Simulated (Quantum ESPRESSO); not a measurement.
# GaP: equation of state with vdW-DF3-opt2

**What was measured.**

From “Phosphorous dimerization in GaP at high pressure”, 2017, arxiv:1709.06667, for a bulk crystal of GaP: bulk modulus 87.5 ± 0.6 GPa.

Crystal: GaP.

```
CELL_PARAMETERS angstrom
0.00000 2.72525 2.72525
2.72525 0.00000 2.72525
2.72525 2.72525 0.00000
ATOMIC_POSITIONS crystal
Ga 0.00000 0.00000 0.00000
P 0.75000 0.75000 0.75000
```

| Property | Result |
| --- | --- |
| Program | Quantum ESPRESSO 7.5 |
| Task | equation of state |
| Functional | vdW-DF3-opt2 |
| Potentials or basis | PseudoDojo 0.4.1 SR PBE standard |
| Cutoff | 1088 eV |
| Density cutoff | 4354 eV |
| k mesh | 8 × 8 × 8 |
| Occupations | fermi-dirac, width 0.05 eV |
| Spin | no spin polarisation |

| Quantity | Value |
| --- | --- |
| Equilibrium volume | 20.45 Å³/atom |
| Bulk modulus | 80 GPa |
| Pressure derivative of the bulk modulus | 4.5 |

Energy against volume, from the lowest point:
```
volume (Å³/atom)  energy (meV/atom)
          19.026              27.61
          19.431              13.34
          19.836               4.34
          20.240               0.06
          20.645               0.00
          21.050               3.73
          21.455              10.84
```

All runs of the series together: 11 min on 1 thread of Arm Neoverse V1, on a shared host.

Against the measured bulk modulus of GaP, 87.5 GPa (“Phosphorous dimerization in GaP at high pressure”, 2017, arxiv:1709.06667), the calculated 80 GPa is off by -8.8 %. The fit is for a static lattice scaled at fixed shape and fixed fractional positions.

Caveat: the potentials were made for another functional, which shifts forces and pressure.
